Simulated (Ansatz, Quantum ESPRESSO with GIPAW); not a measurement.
# Shieldings and field gradients in Y2CN2O2, part 2 of 2

Aim: the magnetic shielding tensor of every site in Y2CN2O2 and the field gradients at its nuclei.

Quantum ESPRESSO with GIPAW; PBEsol.

So far. Step 3 (Shieldings): An axis of order three or more runs through Y, O, N and C, so two principal values coincide and the skew is ±1. In this run the largest span is that of C (site symmetry -6m2), with principal values -83.8, -83.8 and 251.8 ppm. On N the most shielded direction lies along its short bond to C: a field along the bond can't mix the bonding orbital with those across it, so the paramagnetic term is smallest there.

### 4. Electric field gradients

Level of this step: DFT, PBEsol, plane-wave PAW, default files, scalar-relativistic, field gradients (Ansatz).

17O and 14N have a quadrupole moment, which couples to the field gradient and broadens the lines. The gradient is a property of the ground-state density and needs no response; it is taken from a second code that counts the whole PAW charge. C_Q = eQV_zz/h, with Q = -0.02558 barn for 17O, 0.02044 barn for 14N.

This step: DFT, PBEsol, plane-wave PAW, default files (PAW set soft_2), scalar-relativistic, field gradients (Ansatz 0.2.0), on the same atoms.

input.yaml

```yaml
crystal:
  lattice:
    - [3.6981368773, 0.0, 0.0]
    - [-1.8490684387, 3.2026804824, 0.0]
    - [0.0, 0.0, 16.33782619]
  atoms:
    - { symbol: "Y", position: [0.33333333, 0.66666667, 0.5882949098] }
    - { symbol: "Y", position: [0.66666667, 0.33333333, 0.0882949098] }
    - { symbol: "Y", position: [0.33333333, 0.66666667, 0.9117050902] }
    - { symbol: "Y", position: [0.66666667, 0.33333333, 0.4117050902] }
    - { symbol: O, position: [0.66666667, 0.33333333, 0.5514908645] }
    - { symbol: O, position: [0.33333333, 0.66666667, 0.4485091355] }
    - { symbol: O, position: [0.33333333, 0.66666667, 0.0514908645] }
    - { symbol: O, position: [0.66666667, 0.33333333, 0.9485091355] }
    - { symbol: "N", position: [0.0, 0.0, 0.3256565321] }
    - { symbol: "N", position: [0.0, 0.0, 0.8256565321] }
    - { symbol: "N", position: [0.0, 0.0, 0.1743434679] }
    - { symbol: "N", position: [0.0, 0.0, 0.6743434679] }
    - { symbol: C, position: [0.0, 0.0, 0.75] }
    - { symbol: C, position: [0.0, 0.0, 0.25] }
kpoints:
  mp_grid: { grid: [6, 6, 2] }
scf:
  occupations: { method: fixed }
hamiltonian:
  xc: pbesol
  pseudopotentials: { kind: paw, frozen_core: stored }
output:
  forces: false
  stress: false
  efg: { quadrupole_moments_barn: { O: -0.02558, "N": 0.02044 } }
  write_density: true
  write_potential: true
  elf: true
  volumetric_format: npy
```

Command:

```sh
$ ansatz run input.yaml --threads 4 --pin off --max-ram 16384MiB --backend cpu --events-out ev --progress --plain --runs-dir out
```

The program printed:

```text
[... set-up, SCF cycles and energies left out ...]
--- PAW observables at the nuclei: V_zz in 10²¹ V/m², potentials from the cell's mean, atoms counted from 1 ---
  atom   1  Y  V_zz =    +5.504175   η = 0.0000   by run symmetry: allowed
  atom   2  Y  V_zz =    +5.504175   η = 0.0000   by run symmetry: allowed
  atom   3  Y  V_zz =    +5.504175   η = 0.0000   by run symmetry: allowed
  atom   4  Y  V_zz =    +5.504175   η = 0.0000   by run symmetry: allowed
  atom   5  O  V_zz =    -0.596690   η = 0.0000   by run symmetry: allowed   C_q = +0.3691 MHz
  atom   6  O  V_zz =    -0.596690   η = 0.0000   by run symmetry: allowed   C_q = +0.3691 MHz
  atom   7  O  V_zz =    -0.596690   η = 0.0000   by run symmetry: allowed   C_q = +0.3691 MHz
  atom   8  O  V_zz =    -0.596690   η = 0.0000   by run symmetry: allowed   C_q = +0.3691 MHz
  atom   9  N  V_zz =    +1.615204   η = 0.0000   by run symmetry: allowed   C_q = +0.7983 MHz
  atom  10  N  V_zz =    +1.615204   η = 0.0000   by run symmetry: allowed   C_q = +0.7983 MHz
  atom  11  N  V_zz =    +1.615204   η = 0.0000   by run symmetry: allowed   C_q = +0.7983 MHz
  atom  12  N  V_zz =    +1.615204   η = 0.0000   by run symmetry: allowed   C_q = +0.7983 MHz
  atom  13  C  V_zz =    -3.564470   η = 0.0000   by run symmetry: allowed
  atom  14  C  V_zz =    -3.564470   η = 0.0000   by run symmetry: allowed
--- Band table (eV; the first three rows and the last of 14) ---
  k-point 0: bands = ["-32.7715", "-32.7714", "-32.7198", "-32.7198", "-13.5988", "-13.5828", "-12.8132", "-12.7793", "-12.7190", "-12.7190", "-12.7187", "-12.7187", "-12.6463", "-12.6463", "-12.6461", "-12.6461", "-10.1078", "-9.9874", "-8.8482", "-8.8172", "-8.7706", "-8.5218", "-7.9793", "-7.7947", "1.6298", "1.6827", "2.6725", "2.6760", "3.2351", "3.2351", "3.3509", "3.3509", "4.0874", "4.0874", "4.4121", "4.5372", "4.5775", "4.5775", "4.6524", "4.6524", "5.0354", "5.0354", "6.3908", "6.5253", "7.2355", "7.2355", "7.2597", "7.2597", "11.1597", "11.3415", "12.4017", "12.5112", "12.7054", "12.7054", "12.8339", "12.8339", "13.1295", "13.1295", "13.2360", "13.5380", "13.5380", "13.5612"]
  k-point 1: bands = ["-32.7714", "-32.7714", "-32.7198", "-32.7198", "-13.5909", "-13.5909", "-12.7962", "-12.7962", "-12.7189", "-12.7189", "-12.7189", "-12.7189", "-12.6462", "-12.6462", "-12.6462", "-12.6462", "-10.0509", "-10.0509", "-8.8222", "-8.8222", "-8.6673", "-8.6673", "-7.8732", "-7.8732", "1.6558", "1.6558", "2.6742", "2.6742", "3.2864", "3.2864", "3.2864", "3.2864", "4.2645", "4.2645", "4.2645", "4.2645", "4.4736", "4.4736", "4.9186", "4.9186", "4.9186", "4.9186", "6.4587", "6.4587", "7.2475", "7.2475", "7.2475", "7.2475", "11.2515", "11.2515", "12.4656", "12.4656", "12.7627", "12.7627", "12.7627", "12.7627", "13.2824", "13.2824", "13.2824", "13.2824", "13.3599", "13.3599"]
  k-point 2: bands = ["-32.7570", "-32.7570", "-32.7115", "-32.7114", "-13.6013", "-13.5932", "-13.0492", "-13.0374", "-12.8389", "-12.8232", "-12.7570", "-12.7557", "-12.7553", "-12.7409", "-12.6721", "-12.6718", "-10.0013", "-9.9493", "-8.5680", "-8.5384", "-8.5355", "-8.3726", "-7.9970", "-7.8502", "1.5285", "1.6298", "2.4807", "2.6173", "3.0734", "3.1236", "3.2607", "3.3481", "4.2174", "4.2402", "4.2617", "4.5700", "4.6350", "4.7014", "4.9732", "5.2470", "5.2556", "5.2887", "5.9604", "6.2386", "6.8254", "7.0181", "7.1965", "7.2231", "11.5667", "11.8362", "12.2062", "12.3690", "12.4086", "12.7278", "12.7520", "13.0530", "13.0660", "13.1806", "13.7056", "13.7426", "13.7439", "13.7780"]
  k-point 13: bands = ["-32.6940", "-32.6940", "-32.6940", "-32.6940", "-13.7311", "-13.7311", "-13.7310", "-13.7310", "-13.1208", "-13.1208", "-12.9892", "-12.9892", "-12.8058", "-12.8058", "-12.8035", "-12.8035", "-9.8434", "-9.8434", "-7.9456", "-7.9456", "-7.8538", "-7.8538", "-7.8537", "-7.8537", "1.8754", "1.8754", "2.5638", "2.5638", "2.6563", "2.6563", "2.9801", "2.9801", "4.3156", "4.3156", "4.5101", "4.5101", "4.5620", "4.5620", "5.4834", "5.4834", "5.6530", "5.6530", "6.4247", "6.4247", "6.5814", "6.5814", "6.7238", "6.7238", "11.3755", "11.3755", "12.2449", "12.2449", "12.8593", "12.8593", "13.4644", "13.4644", "13.9261", "13.9261", "14.3927", "14.3927", "14.5984", "14.5984"]

[the lines on potentials at the nuclei are left out]
```

The job ended after 3.1 s (4 threads of Arm Neoverse V2, shared host; peak memory 0.63 GiB; 10 s of CPU time).

Among nuclei of half-integer spin the second-order effect is largest for 17O on O (spin 5/2, C_Q 0.37 MHz): at 9.4 T it moves the centre of gravity of the MAS line by -0.28 ppm from δ_iso, and by a quarter of that at twice the field, by δ_Q = −(3/40)(C_Q/ν0)²(1 + η²/3)[I(I+1) − 3/4]/[I²(2I−1)²] × 10⁶ ppm with ν0 = 54.3 MHz.

### 5. From shieldings to shifts

A shielding is counted from the bare nucleus and a shift from a reference compound, with the opposite sign. Here the reference is a mean over several measured solids, with the slope held at one.

To turn shieldings into shifts, lines fitted to measured solids are used. 13C: δ = (162.2 − σ), zero at TMS, fitted to 6 measured values, from C, KHCO3, Li2CO3, MgCO3, Na2CO3 and SiC, with a scatter of 0.77 ppm r.m.s., on σ without the shape term. Kinds of site that fitted badly were split off after the misses were seen, so the scatter is that of the points kept.

Covalently bonded atoms count as neighbours within 1.18 times the sum of their radii. Otherwise a cation's neighbours lie within 1.2 times its shortest bond (1.3 for large cations, each anion's radius taken off where they differ), and an anion's are the cations that count it.

```
site  atom no.  atoms in cell  surroundings     bonds (Å)  δ_iso (ppm)  C_Q (MHz)   η_Q
   Y         1              4         YO4N3  2.22 to 2.56            -          -     -
   O         5              4   bound to Y4  2.22 to 2.28            -       0.37  0.00
   N         9              4    bound to C         1.236            -       0.80  0.00
   C        13              2           CN2         1.236        134.1          -     -
```

Simulated spectrum: 13C MAS at 15 kHz, 7.05 T (75.5 MHz), lines broadened by 1.5 ppm; rigid lattice, with dipolar and J couplings left out. Its lines over 1.5 % of the strongest:

```
δ (ppm)  area
  332.8  0.10
  134.1  1.00
  -64.5  0.08
 -263.2  0.02
```

Spinning sidebands lie 198.7 ppm apart.

Simulated spectrum: 15N static powder, 9.4 T (40.6 MHz), lines broadened by 3.3 ppm; the axis counts ppm from the isotropic position of N, as −Δσ; rigid lattice, with dipolar and J couplings left out.

offset (ppm), intensity and a bar:
```
     75.7       0.00 
     69.2       0.00 
     62.8       0.01 
     56.4       0.60 ##################
     54.4       1.00 ##############################
     50.5       0.57 #################
     44.1       0.38 ###########
     37.6       0.30 #########
     31.7       0.26 ########
     25.3       0.23 #######
     18.9       0.21 ######
     12.9       0.19 ######
      6.5       0.18 #####
      0.1       0.17 #####
     -6.3       0.16 #####
    -12.3       0.15 #####
    -18.7       0.15 ####
    -25.1       0.14 ####
    -31.0       0.14 ####
    -37.4       0.13 ####
    -43.9       0.13 ####
    -49.8       0.12 ####
    -56.2       0.12 ####
    -62.6       0.12 ###
    -69.0       0.11 ###
    -75.0       0.11 ###
    -81.4       0.11 ###
    -87.8       0.11 ###
    -93.7       0.10 ###
   -100.2       0.10 ###
   -106.6       0.10 ###
   -112.5       0.02 #
   -118.9       0.00 
   -125.4       0.00 
   -131.3       0.00
```

Most prominent maxima (ppm: height): 54.4: 1.00.

### 6. What came out

```yaml
13c_shift: 134.1 ppm
17o_shielding_without_shape_term: -211.6 ppm
17o_size_of_c_q: 0.37 MHz
15n_shielding_without_shape_term: 125.3 ppm
14n_size_of_c_q: 0.80 MHz
89y_shielding_without_shape_term: 2387.2 ppm
```

13C has one site (CN2), with isotropic shift 134.1 ppm. No sound run at another cutoff or mesh is at hand, so convergence rests on the f-sum rule and on experience with these files. The scalar-relativistic files are used with non-relativistic response operators, which weighs most on the heavy atoms' own shieldings. In PBE checks against another PAW code, field gradients made this way came out (cores as stored) 4 to 9 % larger on O (three silicas and corundum) and 6 % smaller on Al (corundum alone). This build of gipaw.x prints that it is not audited and that its numbers are no references by themselves. It also reports spline_ps as false although the input sets it; why was not traced. The field gradients use PAW files made for PBE. Without spin-orbit coupling, gradients at and beside the heavy atoms are unsure.

[Banner, clock, file and message-heading lines were taken out of the pw.x and gipaw.x logs.]

[Logs are printed without paths, hosts, clocks, repeated set-up lines and the standing remarks that a program may print on its own settings, such as how far it seeks lower states.]

[Hosts, paths, dates, database ids (printed as entryN), source tags and the programs' standing remarks are cut or masked in the printed files.]

[Where no reference line passes its bar on scatter, no shift is given, so a measured shift of this compound may stand uncompared.]
